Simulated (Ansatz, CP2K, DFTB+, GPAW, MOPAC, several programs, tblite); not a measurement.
**What each method gives for PbO (Pbcm)**

PbO (started from an entry of an open crystallographic database), relaxed with r2SCAN+rVV10 in Ansatz, was computed with several methods. The symmetry is Pbcm (No. 57, orthorhombic); conventional cell a = 5.931 Å, b = 5.501 Å, c = 4.708 Å, 19.20 Å³ an atom. Pb is surrounded by 4 O at 2.23–2.46 Å; O is surrounded by 4 Pb at 2.23–2.46 Å. Calculated for a static, non-magnetic cell.

```xyz
8
Lattice="5.9309 0.0000 0.0000 0.0000 5.5012 0.0000 0.0000 0.0000 4.7082" Properties=species:S:1:pos:R:3 pbc="T T T"
Pb    1.3629   -0.0592    1.1771
Pb    4.5680    5.5604    3.5312
Pb    1.3629    2.8098    3.5312
Pb    4.5680    2.6915    1.1771
O     5.1414    0.5089    1.1771
O     0.7895    4.9923    3.5312
O     5.1414    2.2417    3.5312
O     0.7895    3.2595    1.1771
```

Gaps and times are for a single point on this cell; volume and bulk modulus come from each method's own relaxation or energy curve at fixed shape, which is too stiff where a cell has free coordinates or axes. Times are rough, from shared hosts (Intel Xeon 6975P-C), and each method has its own mesh and cell size. A double dagger marks a value from a curve with shape and coordinates held. A star marks a curve whose lowest point is an end point. PM6 (MOPAC), PM7 (MOPAC), GFN1-xTB (tblite), GFN2-xTB (tblite) treat a cluster of cells at its zone centre, which samples few k points: where these miss a band edge, the gap comes out too large for that reason alone. Gaps from k meshes are read at a limited set of points (mesh, symmetry points, PBE's band edges), so each method's own least gap may be somewhat smaller. xTB and the PM methods were fitted mostly to molecules, and can miss a solid's gap by electronvolts. Minimal bases can be far off for gaps. Curves at held shape can't give the bulk modulus of a layered or molecular crystal, so none is listed. GLLB-SC's gap includes the derivative discontinuity. d marks a direct gap, i an indirect one (no mark: not told apart), a dash a value that wasn't computed or didn't pass its checks.

| method | kind | gap (eV) | own volume (Å³/atom) | bulk modulus (GPa) | atoms computed | processor time |
| --- | --- | --- | --- | --- | --- | --- |
| GFN1-xTB (DFTB+) | tight binding | 4.73 i | – | – | 8 | 0.61 s |
| GFN1-xTB (tblite) | tight binding | 3.89 | 18.20‡ | – | 64 | 1 s |
| light PBE (260 eV and a coarse mesh) | light plane-wave | 2.04 i | – | – | 8 | 1.5 s |
| PM7 (MOPAC) | semi-empirical | 8.61 | – | – | 64 | 2.1 s |
| PM6 (MOPAC) | semi-empirical | 7.79 | – | – | 64 | 2.2 s |
| GFN2-xTB (tblite) | tight binding | 2.38 | 21.10*‡ | – | 64 | 2.4 s |
| PBE/SZV (CP2K) | small basis | 1.89 i | 21.04*‡ | – | 8 | 9.3 s |
| PBE | semilocal | 2.08 i | – | – | 8 | 11 s |
| r2SCAN | semilocal | 2.46 i | – | – | 8 | 24 s |
| PBE/DZVP (CP2K) | small basis | 1.96 i | 20.43‡ | – | 8 | 27 s |
| GLLB-SC (GPAW) | model potential | 3.79 | – | – | 8 | 94 s |

Against r2SCAN (2.46 eV) and with closed or daggered gaps left aside, the nearest gap at the points sampled is that of GFN2-xTB (tblite) (-0.08 eV) and the farthest that of PM7 (MOPAC) (+6.15 eV). r2SCAN is only a yardstick of convenience: semilocal gaps usually lie below measured ones, which GLLB-SC and hybrids aim to mend.

The two programs disagree on GFN1-xTB's gap by more than sampling explains, so neither value is safe.

Spin-orbit coupling is left out; in compounds of Pb, Bi, Tl or Hg it can lower a gap by up to about 1 eV, split its edges or invert the bands.
